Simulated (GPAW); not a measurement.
Set up this calculation in GPAW 26.7.0, as an ASE script.

| Item | Value |
| --- | --- |
| Task | single point |
| Functional | LDA |
| Potentials or basis | the program's PAW data sets (release 1.2.1) made for this functional, other valence |
| Cutoff | 600 eV |
| Basis | pw |
| k mesh | 4 × 4 × 4 |
| Occupations | fermi-dirac, width 0.01 eV |
| Spin | no spin polarisation |
| Maxiter | 150 |
| Data set | Mg 2 |

MgO2:

```xyz
12
Lattice="4.8286 0.0000 0.0000 0.0000 4.8286 0.0000 0.0000 0.0000 4.8286" Properties=species:S:1:pos:R:3 pbc="T T T"
Mg    0.0000    0.0000    0.0000
Mg    2.4143    0.0000    2.4143
Mg    2.4143    2.4143    0.0000
Mg    0.0000    2.4143    2.4143
O     2.8461    4.3968    0.4318
O     4.3968    0.4318    2.8461
O     0.4318    2.8461    4.3968
O     1.9825    1.9825    1.9825
O     2.8461    2.8461    2.8461
O     4.3968    1.9825    0.4318
O     0.4318    4.3968    1.9825
O     1.9825    0.4318    4.3968
```

The cell is a database's computed one.

The input as run:

run.py

```python
from ase import Atoms
from ase.dft.bandgap import bandgap
from ase.io import write
from ase.units import GPa
from gpaw import GPAW, PW

atoms = Atoms(['Mg', 'Mg', 'Mg', 'Mg', 'O', 'O', 'O', 'O', 'O', 'O', 'O', 'O'],
              cell=[[4.82861247, 0.0, 0.0],
                    [0.0, 4.82861247, 0.0],
                    [0.0, 0.0, 4.82861247]],
              scaled_positions=[[0.0, 0.0, 0.0],
                                [0.5, 0.0, 0.5],
                                [0.5, 0.5, 0.0],
                                [0.0, 0.5, 0.5],
                                [0.58942444, 0.91057556, 0.08942444],
                                [0.91057556, 0.08942444, 0.58942444],
                                [0.08942444, 0.58942444, 0.91057556],
                                [0.41057556, 0.41057556, 0.41057556],
                                [0.58942444, 0.58942444, 0.58942444],
                                [0.91057556, 0.41057556, 0.08942444],
                                [0.08942444, 0.91057556, 0.41057556],
                                [0.41057556, 0.08942444, 0.91057556]],
              pbc=True)

calc = GPAW(mode=PW(600),
            xc='LDA',
            kpts={'size': (4, 4, 4), 'gamma': True},
            occupations={'name': 'fermi-dirac', 'width': 0.01},
            setups={'Mg': '2'},
            nbands=-27,
            convergence={'density': 1e-05, 'energy': 1e-05},
            maxiter=150,
            txt='gpaw.txt')
atoms.calc = calc
energy = atoms.get_potential_energy()
forces = atoms.get_forces()
stress = atoms.get_stress()
calc.write('gs.gpw')
write('result.traj', atoms)
print(f'Energy: {energy:.6f} eV')
print('Forces (eV/A):')
print(forces.round(4))
print('Stress (GPa):', (stress / GPa).round(3))
print('Fermi level:', round(calc.get_fermi_level(), 4), 'eV')
print(f'Gap: {bandgap(calc)[0]:.4f} eV, direct: {bandgap(calc, direct=True)[0]:.4f} eV')
```

Potentials or basis: the program's PAW data sets (release 1.2.1) made for this functional, other valence, pw.

The run is started by

```console
$ OMP_NUM_THREADS=1 python run.py
```

Results of the run:

```json
{"Pressure": "-10.3 GPa", "Largest force": "0.541 eV/Å", "Band gap on the k mesh": "3.73 eV, indirect (least direct gap 3.94 eV)"}
```

Caveat: the cutoff is short for stress and forces, so pressures can be off by a GPa or more.

Wall time 59 s on 1 thread of Arm Neoverse V1, on a shared host, peak memory 0.26 GiB.
